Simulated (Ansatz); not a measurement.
# HfO2 (P2_1/c) in Ansatz: relaxation of cell and atoms with r2SCAN+D4

Aim: the relaxation of cell and atoms of HfO2 with r2SCAN+D4.

All numbers are computed with Ansatz 0.2.0; they aren't measurements. Logs are shortened: lines on timing, memory, paths and dates and some standing lists are left out, and cuts for length are marked.

**1. Starting point**

It takes space group P2_1/c (No. 14, monoclinic). Conventional cell: a = 5.118 Å, b = 5.186 Å, c = 5.284 Å, α = 90.00°, β = 99.35°, γ = 90.00°. Hf (site symmetry 1) is surrounded by 7 O at 2.03 to 2.25 Å. O (site symmetry 1) is surrounded by 3 Hf at 2.03 to 2.12 Å. O (site symmetry 1) has 4 Hf at 2.14 to 2.25 Å as nearest neighbours.

**2. Relaxation of cell and atoms, r2SCAN+D4**

Contents of input.yaml:

```yaml
crystal:
  lattice:
    - [5.118, 0.0, 0.0]
    - [0.0, 5.1857, 0.0]
    - [-0.8586630598, 0.0, 5.2138671406]
  atoms:
    - { symbol: Hf, position: [0.2755, 0.4603, 0.708] }
    - { symbol: Hf, position: [0.7245, 0.9603, 0.792] }
    - { symbol: Hf, position: [0.7245, 0.5397, 0.292] }
    - { symbol: Hf, position: [0.2755, 0.0397, 0.208] }
    - { symbol: O, position: [0.0742, 0.1684, 0.8467] }
    - { symbol: O, position: [0.9258, 0.6684, 0.6533] }
    - { symbol: O, position: [0.9258, 0.8316, 0.1533] }
    - { symbol: O, position: [0.0742, 0.3316, 0.3467] }
    - { symbol: O, position: [0.4487, 0.7419, 0.9801] }
    - { symbol: O, position: [0.5513, 0.2419, 0.5199] }
    - { symbol: O, position: [0.5513, 0.2581, 0.0199] }
    - { symbol: O, position: [0.4487, 0.7581, 0.4801] }
hamiltonian:
  xc: r2scan
  pseudopotentials: { kind: paw }
  dispersion: d4
kpoints:
  mp_grid: { grid: [5, 5, 5] }
scf:
  occupations: { method: fermi_dirac, width: 0.05 }
output:
  forces: true
  stress: true
  write_density: true
  write_potential: true
  elf: true
  volumetric_format: npy
relax:
  f_tol: 0.01
  max_steps: 40
  cell: { stress_tol: 0.05 }
```

Potentials or basis: Ansatz PAW.

Started as:

```sh
> ansatz run input.yaml --threads 2 --pin off --max-ram 5120MiB --backend cpu --events-out ev --progress --plain --runs-dir out
```

The program printed:

```text
Warning: RAYON_NUM_THREADS=2 ignored (pool sized by the plan → 2); use --threads N
Engine: ansatz 0.2.0, x86_64-unknown-linux-gnu
Pseudopotentials: kind: paw
Pseudopotential: Hf, paw, valence charge 26, recommended cutoff 500 eV (meta_gga), Hf.paw.azcp
Pseudopotential: O, paw, valence charge 6, recommended cutoff 500 eV (meta_gga), O.paw.azcp
Functional definition: r2SCAN
  parameter k0 = 0.174
  parameter k1 = 0.065
  parameter a1 = 4.9479
  exchange = r2scan_x(k0 = k0, k1 = k1, a1 = a1)
  correlation = r2scan_c
Crystal: 12 atoms, lattice volume = 138.378 Å³
Basis set: ecut = 500 eV, 3541 PW (Γ), exchange–correlation on 160×160×160 points (64 copies of the dense FFT grid, shifted against one another)
[... 144 lines left out ...]
  k-point 0: bands = ["-48.0329", "-48.0115", "-48.0082", "-48.0075", "-16.4791", "-16.4457", "-16.4236", "-16.2133", "-16.1406", "-16.0959", "-16.0714", "-16.0317", "-15.9995", "-15.9973", "-15.9407", "-15.8879", "-5.2546", "-3.9570", "-3.7806", "-3.7799", "-3.2566", "-3.2361", "-3.0938", "-2.9977", "3.6000", "3.6117", "3.6146", "3.6146", "3.6216", "3.6239", "3.6349", "3.6349", "3.6375", "3.6401", "3.6424", "3.6460", "3.6461", "3.6463", "3.6518", "3.6533", "3.6595", "3.6603", "3.6644", "3.6664", "3.6669", "3.6765", "3.6774", "3.6871", "3.6912", "3.7086", "3.7170", "3.7442", "8.3414", "8.4196", "8.9747", "9.1349", "9.2195", "9.6007", "10.4011", "10.6638", "10.8223", "11.0279", "11.0695", "11.2641", "11.7774", "11.9113", "11.9491", "11.9802", "12.1713", "12.6953", "12.7233", "12.8392", "13.2955", "13.3615", "13.6641", "13.8617", "18.8996", "19.5553", "19.6234", "19.9638", "20.1389", "20.3591", "20.8036", "20.8574", "20.9754", "21.1694", "21.7451", "21.9016", "22.1319", "22.4692", "22.8247", "23.3137"]
  k-point 1: bands = ["-48.0308", "-48.0132", "-48.0082", "-48.0080", "-16.4519", "-16.4034", "-16.4023", "-16.2397", "-16.1735", "-16.0799", "-16.0698", "-16.0521", "-16.0032", "-15.9887", "-15.9473", "-15.9273", "-5.0985", "-3.9166", "-3.8389", "-3.7711", "-3.3425", "-3.2331", "-3.1583", "-3.0203", "3.5989", "3.6084", "3.6125", "3.6175", "3.6191", "3.6249", "3.6354", "3.6357", "3.6386", "3.6412", "3.6420", "3.6433", "3.6452", "3.6497", "3.6503", "3.6551", "3.6589", "3.6607", "3.6614", "3.6677", "3.6677", "3.6717", "3.6844", "3.6854", "3.6940", "3.7075", "3.7145", "3.7358", "8.4472", "8.6258", "9.1887", "9.2345", "9.4011", "9.6908", "10.2318", "10.5591", "10.6146", "10.9309", "11.1962", "11.3255", "11.5280", "11.7955", "11.9379", "12.1152", "12.2379", "12.4626", "12.5726", "12.9844", "13.0222", "13.3085", "13.5367", "13.7355", "18.9593", "19.3969", "19.5495", "20.0337", "20.3251", "20.3722", "20.9246", "21.0307", "21.2231", "21.3108", "21.5705", "21.9142", "22.3413", "22.5716", "22.7254", "23.3657"]
  k-point 2: bands = ["-48.0252", "-48.0184", "-48.0083", "-48.0083", "-16.3770", "-16.3512", "-16.3160", "-16.2717", "-16.2593", "-16.1412", "-16.0485", "-16.0398", "-16.0215", "-15.9953", "-15.9753", "-15.9627", "-4.6871", "-4.1802", "-3.8242", "-3.7664", "-3.3477", "-3.2782", "-3.2224", "-3.1102", "3.5977", "3.6006", "3.6168", "3.6173", "3.6205", "3.6272", "3.6298", "3.6347", "3.6373", "3.6397", "3.6416", "3.6437", "3.6483", "3.6491", "3.6515", "3.6520", "3.6572", "3.6602", "3.6613", "3.6630", "3.6757", "3.6780", "3.6871", "3.6923", "3.6988", "3.7038", "3.7082", "3.7154", "8.7741", "9.1470", "9.1906", "9.5168", "9.8298", "9.9397", "10.1036", "10.1538", "10.3229", "10.9674", "11.1251", "11.1561", "11.3156", "11.6267", "11.6463", "12.1493", "12.1545", "12.3986", "12.5682", "12.8530", "13.0659", "13.1766", "13.2976", "13.4691", "19.0732", "19.2143", "19.6065", "19.7663", "20.4873", "20.5860", "21.1196", "21.1626", "21.3336", "21.4217", "22.0329", "22.1108", "22.2865", "22.6414", "23.1254", "23.3300"]
  k-point 38: bands = ["-48.0219", "-48.0184", "-48.0106", "-48.0092", "-16.4401", "-16.4125", "-16.3606", "-16.3167", "-16.1809", "-16.1159", "-16.0538", "-16.0245", "-15.9946", "-15.9848", "-15.9474", "-15.9281", "-4.5048", "-4.2316", "-3.8750", "-3.8415", "-3.3996", "-3.3257", "-3.1166", "-3.1094", "3.6045", "3.6115", "3.6149", "3.6184", "3.6215", "3.6272", "3.6308", "3.6353", "3.6362", "3.6421", "3.6435", "3.6450", "3.6472", "3.6492", "3.6536", "3.6554", "3.6582", "3.6588", "3.6627", "3.6641", "3.6715", "3.6735", "3.6778", "3.6811", "3.6881", "3.6925", "3.7070", "3.7216", "8.9810", "9.2236", "9.3883", "9.5546", "9.6930", "9.7762", "9.9950", "10.0615", "10.5706", "10.9240", "11.0989", "11.3812", "11.4605", "11.5684", "11.9518", "12.1661", "12.2602", "12.5030", "12.5928", "12.6638", "12.8762", "12.9262", "13.0294", "13.2016", "19.0402", "19.1763", "19.6231", "19.8610", "20.2563", "20.3358", "20.6548", "20.8237", "21.0090", "21.3025", "21.8994", "22.1667", "22.5151", "22.6302", "23.1670", "23.7269"]
--- Relaxed structure (6 steps of the walk, 6 accepted, 1 SCFs on fresh bases) ---
  F+E_penalty+E_count = -67506.60523025 eV   max|allowed force component| = 1.396e-3 eV/Å   (the final SCF, on the basis selected at the relaxed cell)
  cell:  # Å, volume = 137.6169 Å³
    - [5.102041721133661, -1.2862282647978073e-33, -0.0028934091712030595]
    - [-1.1584656421086538e-33, 5.178477382299884, 4.634148065493821e-33]
    - [-0.8589332955251922, 4.8751139314579355e-33, 5.209142579788192]
  atoms:
    - { symbol: Hf, position: [0.27639037118359344, 0.45833041879672065, 0.7082479268944454] }
    - { symbol: Hf, position: [0.7236096288164067, 0.9583304187967209, 0.7917520731055546] }
    - { symbol: Hf, position: [0.7236096288164066, 0.5416695812032793, 0.2917520731055545] }
    - { symbol: Hf, position: [0.27639037118359344, 0.04166958120327931, 0.2082479268944455] }
    - { symbol: O, position: [0.07137391697293677, 0.1636746483727982, 0.8417700605627454] }
    - { symbol: O, position: [0.9286260830270628, 0.6636746483727983, 0.6582299394372544] }
    - { symbol: O, position: [0.928626083027063, 0.8363253516272015, 0.15822993943725444] }
    - { symbol: O, position: [0.07137391697293677, 0.33632535162720184, 0.34177006056274556] }
    - { symbol: O, position: [0.44747297304911915, 0.7420037645031748, 0.9791869601359416] }
    - { symbol: O, position: [0.5525270269508807, 0.24200376450317473, 0.5208130398640584] }
    - { symbol: O, position: [0.5525270269508809, 0.2579962354968253, 0.020813039864058445] }
    - { symbol: O, position: [0.44747297304911915, 0.7579962354968253, 0.47918696013594153] }
```

rho_z.tsv:

```text
# z_ang	rho[e/angstrom^3]
# format = ansatz-planar-average/11
# lattice	5.102041721	-0.000000000	-0.002893409
# lattice	-0.000000000	5.178477382	0.000000000
# lattice	-0.858933296	0.000000000	5.209142580
# sites	12
# site	72	0.801817479	2.373453707	3.688564723
# site	72	3.011824299	4.962692399	4.122255738
# site	72	3.441290946	2.805023675	1.517684448
# site	72	1.231284127	0.215784984	1.083993433
# site	8	-0.358871630	0.847585465	4.384693751
# site	8	4.172513408	3.436824156	3.426126710
# site	8	4.601980056	4.330891918	0.821555420
# site	8	0.070595018	1.741653226	1.780122461
# site	8	1.441969495	3.842449712	5.099429765
# site	8	2.371672283	1.253211021	2.711390695
# site	8	2.801138931	1.336027670	0.106819405
# site	8	1.871436143	3.925266361	2.494858475
0.000000	6.462689e-1
0.131987	6.364664e-1
0.263974	6.222604e-1
0.395961	6.427243e-1
0.527948	7.381314e-1
0.659935	9.243914e-1
[... 32 lines left out ...]
5.015508	6.222604e-1
5.147495	6.364664e-1
```

It took 3.3 min on 2 threads of Intel Xeon Platinum 8259CL at 2.50GHz (Skylake/Cascade Lake), shared host; peak memory 1.1 GiB.

Results:

```
Free energy                            : -67506.6052 eV
Relaxed volume                         : 11.47 Å³/atom
Relaxed cell                           : a = 5.102 Å, b = 5.178 Å, c = 5.279 Å, α = 90.00°, β = 99.40°, γ = 90.00°
Space group after relaxing (to 0.05 Å) : P2_1/c (No. 14)
Energy gained by relaxing              : 2.4 meV/atom
Ionic steps                            : 7
Pressure after relaxing                : 0.0 GPa
Band gap on the k mesh                 : 4.66 eV, indirect (least direct gap 4.72 eV)
```

Step by step:
| step | energy change (eV) | largest force (eV/Å) | volume (Å³) |
| --- | --- | --- | --- |
| 1 | 0.0000 | 0.4587 | 138.38 |
| 2 | -0.0027 | 0.2554 | 137.50 |
| 3 | -0.0268 | 0.0729 | 137.72 |
| 4 | -0.0283 | 0.0820 | 137.74 |
| 5 | -0.0290 | 0.0184 | 137.62 |
| 6 | -0.0291 | 0.0018 | 137.62 |
| 7 | -0.0287 | 0.0018 | 137.62 |

Final structure:
```xyz
12
Lattice="5.1020 0.0000 -0.0029 0.0000 5.1785 0.0000 -0.8589 0.0000 5.2091" Properties=species:S:1:pos:R:3 pbc="T T T"
Hf    0.8018    2.3735    3.6886
Hf    3.0118    4.9627    4.1223
Hf    3.4413    2.8050    1.5177
Hf    1.2313    0.2158    1.0840
O    -0.3589    0.8476    4.3847
O     4.1725    3.4368    3.4261
O     4.6020    4.3309    0.8216
O     0.0706    1.7417    1.7801
O     1.4420    3.8424    5.0994
O     2.3717    1.2532    2.7114
O     2.8011    1.3360    0.1068
O     1.8714    3.9253    2.4949
```

Caveat: odd divisions of the mesh miss points on the zone boundary, where band edges often lie, so the gap on the mesh can be too wide; the plane-wave basis is chosen anew once the cell has moved, so the energies of steps on either side of that aren't comparable; spin-orbit coupling is left out, which moves the levels of the heavy elements; the PAW data sets come from PBE, with cores solved anew for the run's functional, which leaves a small shift of forces and pressure.
